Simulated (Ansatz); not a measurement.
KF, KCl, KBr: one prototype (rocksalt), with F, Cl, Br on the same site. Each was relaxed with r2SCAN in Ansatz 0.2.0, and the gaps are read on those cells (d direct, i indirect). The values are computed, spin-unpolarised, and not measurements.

Q: Order them by the HSE06 gap, smallest first (an overlap counts as negative).
A. KCl
B. KBr
C. KF

A: B (5.60 eV), A (6.51 eV), C (8.26 eV).

Q: And by the lattice length a, shortest first.
A. KBr
B. KCl
C. KF

A: C (5.318 Å), B (6.290 Å), A (6.604 Å).

Q: And by the mean ε∞ (r2SCAN), smallest first.
A. KF
B. KBr
C. KCl

A: A (1.9), C (2.2), B (2.4).

Spin-orbit coupling is left out.

The meshes of the hybrids are coarse, so their gaps aren't converged to the digits shown.
